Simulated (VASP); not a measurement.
Consider the following.

```
NaBr
1.0
    0.00000     2.98500     2.98500
    2.98500     0.00000     2.98500
    2.98500     2.98500     0.00000
Na Br
1 1
Direct
  0.00000   0.00000   0.00000
  0.50000   0.50000   0.50000
```

Method: PBEsol GGA, VASP's PBE PAW potentials (set 64) (plane waves; VASP). Numerical set-up: 400 eV cut-off, 7×7×7 Γ-centred mesh, Gaussian smearing of 0.050 eV, potentials Na_pv Br.

Energy and stress use the plane-wave basis of the starting cell.

Question: The ions, cell shape and volume are relaxed. Predict the relaxed structure.

Answer: 
```
NaBr
1.0
    0.00000     2.96009     2.96009
    2.96009     0.00000     2.96009
    2.96009     2.96009     0.00000
Na Br
1 1
Direct
  0.00000   0.00000   0.00000
  0.50000   0.50000   0.50000
```
Space group Fm-3m (225), at a tolerance of 0.03 Å.

Question: How do energy and volume change from the first to the last step?

Answer: The energy (σ→0) changes by -1.4 meV/atom and the volume by -2.5 %, in 3 ionic steps.

```json
[
 {"step": "1", "E(σ→0) (eV)": "-6.3723", "max force (eV/Å)": "0.000", "pressure (GPa)": "-0.58", "volume (Å³)": "53.19"},
 {"step": "2", "E(σ→0) (eV)": "-6.3744", "max force (eV/Å)": "0.000", "pressure (GPa)": "-0.30", "volume (Å³)": "52.46"},
 {"step": "3", "E(σ→0) (eV)": "-6.3750", "max force (eV/Å)": "0.000", "pressure (GPa)": "-0.06", "volume (Å³)": "51.87"}
]
```

The compound is NaBr in the rock salt structure. This run relaxes it. Symmetry was kept, so distortions that lower it aren't found.
